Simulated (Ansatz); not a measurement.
## Relaxing As in the bcc type

First guess:

```
CELL_PARAMETERS angstrom
-1.43781 1.43781 1.43781
1.43781 -1.43781 1.43781
1.43781 1.43781 -1.43781
ATOMIC_POSITIONS crystal
As 0.00000 0.00000 0.00000
```

All numbers below come from Ansatz 0.2.0, DFT, PBE, PAW with Ansatz's default frozen-core files, scalar-relativistic.

Cell and atoms relax within the symmetry of the start on a 16×16×16 k mesh with 0.05 eV Fermi–Dirac smearing.

The start is built from a prototype, known or not as a phase of this compound; the cutoff is 420 eV.

What is the pressure of the first guess?

105.3 GPa.

What does it relax to?

a = 3.368 Å, b = 3.368 Å, c = 3.368 Å, α = 90.00°, β = 90.00°, γ = 90.00° (conventional cell), 19.10 Å³ per atom:
```cif
data_structure
_symmetry_space_group_name_H-M 'Im-3m'
_symmetry_Int_Tables_number 229
_cell_length_a 3.3680
_cell_length_b 3.3680
_cell_length_c 3.3680
_cell_angle_alpha 90.000
_cell_angle_beta 90.000
_cell_angle_gamma 90.000
_cell_volume 38.20
loop_
_atom_site_label
_atom_site_type_symbol
_atom_site_symmetry_multiplicity
_atom_site_Wyckoff_symbol
_atom_site_fract_x
_atom_site_fract_y
_atom_site_fract_z
_atom_site_occupancy
As1 As 2 a 0.00000 0.00000 0.00000 1
```

How much energy does the relaxation release?

1554 meV/atom.
